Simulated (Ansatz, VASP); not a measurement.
TaN in VASP and in Ansatz

File INCAR:

```
SYSTEM = TaN
PREC = Accurate
ENCUT = 520
EDIFF = 1E-6
ISMEAR = -1
SIGMA = 0.03
LREAL = .FALSE.
LASPH = .TRUE.
NELM = 100
ALGO = Normal
ISIF = 2
LWAVE = .FALSE.
LCHARG = .FALSE.
GGA = CA
NBANDS = 24
```

KPOINTS

```
Automatic mesh
0
G
  9 9 5
  0 0 0
```

Contents of POSCAR:

```
TaN
1.0
    2.9890010687      0.0000000000      0.0000000000
   -1.4945005344      2.5885508575      0.0000000000
    0.0000000000      0.0000000000      4.9400000000
Ta N
2 2
Direct
    0.3333333333      0.6666666667      0.0000000000
    0.6666666667      0.3333333333      0.5000000000
    0.3333333333      0.6666666667      0.3850000000
    0.6666666667      0.3333333333      0.8850000000
```

Input for Ansatz:

```yaml
crystal:
  lattice:
    - [2.9890010687, 0.0, 0.0]
    - [-1.4945005344, 2.5885508575, 0.0]
    - [0.0, 0.0, 4.94]
  atoms:
    - { symbol: Ta, position: [0.3333333333, 0.6666666667, 0.0] }
    - { symbol: Ta, position: [0.6666666667, 0.3333333333, 0.5] }
    - { symbol: "N", position: [0.3333333333, 0.6666666667, 0.385] }
    - { symbol: "N", position: [0.6666666667, 0.3333333333, 0.885] }
kpoints:
  mp_grid: { grid: [9, 9, 5] }
  band_path:
    path:
      - [0.0, 0.0, 0.0]
      - [0.5, 0.0, 0.0]
      - [0.3333333333, 0.3333333333, 0.0]
      - [0.0, 0.0, 0.0]
      - [0.0, 0.0, 0.5]
      - [0.5, 0.0, 0.5]
      - [0.3333333333, 0.3333333333, 0.5]
      - [0.0, 0.0, 0.5]
      - [0.5, 0.0, 0.5]
    npoints: 5
scf:
  occupations: { method: fermi_dirac, width: 0.03 }
hamiltonian:
  xc: lda
  pseudopotentials: { kind: all_electron, lapw: { basis_error: 0.001 } }
output:
  forces: true
  stress: true
  eigenvalues: true
```

Change from the starting cell: equal xx and yy strain of -2 %.

Alike in both runs: task single point; functional LDA; k mesh 9 × 9 × 5; occupations fermi-dirac, width 0.03 eV; no spin polarisation.

|  | VASP | Ansatz |
| --- | --- | --- |
| version | VASP 6.6.1 | Ansatz 0.2.0 |
| potentials or method | VASP PAW LDA potentials, release 64 (Ta_pv, N) | all-electron LAPW, scalar-relativistic |
| plane-wave cutoff (eV) | 520 | see its input |

VASP gave:

* pressure (GPa): 154.6
* largest component of the traceless stress (GPa): 28.34
* rms of the force components (eV/Å): 2.026

Q: Which values does Ansatz return?

A: Pressure (GPa): 146.8; largest component of the traceless stress (GPa): 27.16; rms of the force components (eV/Å): 1.985.

Atom by atom the forces differ by 0.041 eV/Å (rms over components). Ansatz ran all-electron here, so the differences hold the error of VASP's frozen core and of both bases.

Caveats: the cell as given lies far from equilibrium; so large a pressure means that the cell lies far from this level's equilibrium, or that cutoff or potentials fall short (VASP); forces of over 1 eV/Å show positions far from the minimum, so gaps and moduli don't describe the material at rest. The runs have no spin-orbit coupling, so splittings on Ta are missing.
